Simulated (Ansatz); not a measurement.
Input and command of a calculation in Ansatz (plane waves; scalar-relativistic PAW potentials unless the input names others):

```yaml
crystal:
  lattice:
    - [2.6091043792, 0.0014944652, 0.0]
    - [1.3032425477, 2.2603067838, 0.0]
    - [0.0, 0.0, 26.0]
  atoms:
    - { symbol: B, position: [0.4999824916, 0.4999824916, 0.5] }
    - { symbol: "N", position: [0.8333175184, 0.8333175184, 0.5] }
  periodic: [true, true, false]
basis:
  ecutwfc: "22.0 Ry"
kpoints:
  mp_grid: { grid: [10, 10, 1] }
hamiltonian:
  xc: pbe
  dispersion: d3bj
scf:
  occupations: { method: gaussian, width: 0.02 }
  initial_density: { chi_scale: 0.1 }
output:
  forces: true
  eigenvalues: true
  stress: true
```

```bash
ansatz run input.yaml --threads 1 --pin off --max-ram 3072MiB --backend cpu --events-out ev --progress --plain --runs-dir out
```

Abridged log:
```
Warning: 8 symmetry operations that the atoms keep within the bar at which the run's group was sought (crystal.symmetry.tolerance 1.0e-5, or twice it) were not taken beside the 4 unitary ones that the detection took (of a slab, those that keep its plane). ...
Warning: basis.ecutwfc = 299.32524870 eV is below the records' recommended 420 eV, and the density's cutoff is lower with it unless basis.ecutrho_ratio is high enough to keep the records' density cutoff: compare with a run at a higher cutoff
Pseudopotentials: kind: paw
Pseudopotential: B, paw, valence charge 3, recommended cutoff 420 eV (normal)
Pseudopotential: N, paw, valence charge 5, recommended cutoff 420 eV (normal)
Functional definition: PBE
Crystal: 2 atoms, lattice volume = 153.281 Å³
Basis set: ecut = 299.32524870 eV, 1837 PW (Γ), exchange–correlation on 30×30×300 points (8 copies of the dense FFT grid, shifted against one another)
Bands: 8, of which v1, the nominal top of the filled ones, is band 4 counted from 1 (3 counted from 0)
Symmetry: 4 space group operations
k-points: 31 of 100 (time reversal used)
Initial density: superposition of atomic densities (chi_scale 0.1, normalization cell, long waves kept (reshape's long-wave potential 0.08 eV rms))
Initial wavefunctions: pseudopotential atomic-orbital guess
Functional: x = pbe(κ = 0.804, μ = 0.21951497), c = pbe(β = 0.06672455)
SCF iter   1: F=—  HF=-543.146871 eV  |F-HF|=—  |Δ(HF+E_count)|=         —  Δρ=4.36e-2  dr2=3.10e0  ethr=3.10e-3  ⟨swp⟩=9.0  Hψ=2649  notcnv=0
SCF iter   2: F=—  HF=-542.242600 eV  |F-HF|=—  |Δ(HF+E_count)|=   9.04e-1  Δρ=2.41e-2  dr2=4.99e-1  ethr=3.10e-3  ⟨swp⟩=3.8  Hψ=912  notcnv=0
SCF iter   3: F=—  HF=-542.115948 eV  |F-HF|=—  |Δ(HF+E_count)|=   1.27e-1  Δρ=8.08e-3  dr2=6.07e-2  ethr=3.10e-3  ⟨swp⟩=2.2  Hψ=542  notcnv=0
SCF iter   4: F=—  HF=-542.105379 eV  |F-HF|=—  |Δ(HF+E_count)|=   1.06e-2  Δρ=2.61e-3  dr2=5.35e-3  ethr=7.59e-4  ⟨swp⟩=3.4  Hψ=576  notcnv=0
SCF iter   5: F=—  HF=-542.105484 eV  |F-HF|=—  |Δ(HF+E_count)|=   1.05e-4  Δρ=3.43e-4  dr2=7.98e-5  ethr=6.68e-5  ⟨swp⟩=3.6  Hψ=647  notcnv=0
SCF iter   6: F=—  HF=-542.105501 eV  |F-HF|=—  |Δ(HF+E_count)|=   1.68e-5  Δρ=4.64e-5  dr2=3.42e-6  ethr=9.97e-7  ⟨swp⟩=3.0  Hψ=491  notcnv=0
SCF iter   7: F=—  HF=-542.105501 eV  |F-HF|=—  |Δ(HF+E_count)|=   5.85e-7  Δρ=1.79e-5  dr2=3.90e-7  ethr=4.27e-8  ⟨swp⟩=2.3  Hψ=380  notcnv=0
SCF iter   8: F=-542.105501 eV  HF=-542.105501 eV  |F-HF|=5.28e-9  |Δ(HF+E_count)|=   7.91e-8  Δρ=2.69e-6  dr2=8.77e-9  ethr=1.25e-9  ⟨swp⟩=9.5  Hψ=2335  notcnv=0
SCF 1 converged in 8 iterations: F = -542.105501 eV  dr2 = 8.77e-9
SCF converged after 8 iterations
Free energy (F): -542.105501 eV
Harris-Foulkes:  -542.105501 eV  (|F-HF|=5.28e-9)
Internal energy: -542.105501 eV  (E = F + TS)
E sigma→0 (E₀):  -542.105501 eV
Fermi energy:    -3.793261 eV
  E_disp       = -0.142298  (pairwise vdW)
--- Forces (eV/Å), atoms counted from 1 ---
  atom   1  B      0.00009968     0.00005763     0.00000000
  atom   2  N     -0.00010209    -0.00005902     0.00000000
--- 2D stress c σ (N/m, compression-positive) ---
      -11.542253       0.000600       0.000000
        0.000600     -11.542944       0.000000
        0.000000       0.000000       0.000000
  P = ½ c Tr σ = -11.5426 N/m
  ° read free of the cell's end (the report's vacuum.weakly_bound_levels)
  °? not known for the slab's own: over its row's bound_up_to_ev there, or no deeper under its free states than its continued_xc_part_ev in size
```

Apart from outputs, empty bands and the relaxation, which only the reference makes, the input differs from a reference run on usual settings in basis.ecutwfc: 420 → "22.0 Ry"; scf.initial_density.chi_scale: not typed → 0.1. The reference, at the same geometry, ended its own course with largest force 0.000 eV/Å, gap on the mesh 4.66 eV. This run converged in 8 SCF iterations with an energy at zero smearing 150 meV/atom above the reference's, largest force 0.000 eV/Å, gap on the mesh 4.66 eV. Its cutoff is looser than usual, and the result moved.